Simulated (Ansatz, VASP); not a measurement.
ZnH2 in VASP and in Ansatz

```
CELL_PARAMETERS angstrom
0.00000 2.29204 2.29204
2.29204 0.00000 2.29204
2.29204 2.29204 0.00000
ATOMIC_POSITIONS crystal
Zn 0.25000 0.25000 0.25000
H 0.00000 0.00000 0.00000
H 0.75000 0.75000 0.75000
```

Alike in both runs: functional PBE; k mesh 6 × 6 × 6; occupations gaussian, width 0.1 eV; no spin polarisation.

Ansatz relaxed the structure, and its values are those at the end. VASP's run is a single point on that final structure, the one shown.

```csv
,VASP,Ansatz
version,VASP 6.6.1,Ansatz 0.2.0
potentials or method,"VASP PAW PBE potentials, release 64 (Zn, H)","scalar-relativistic, plane waves, PAW"
plane-wave cutoff (eV),520,420
valence electrons in the cell,14,14
```

```csv
,VASP,Ansatz,Ansatz less VASP
gap on the k mesh at the Fermi level (eV),none,none,-
pressure (GPa),-0.1,-0.1,-0.04
```

A gap of «none» marks a metal or a gap that the smearing closes.

Caveats: the k mesh is coarse (spacing up to 0.40 Å⁻¹), so the values aren't converged.
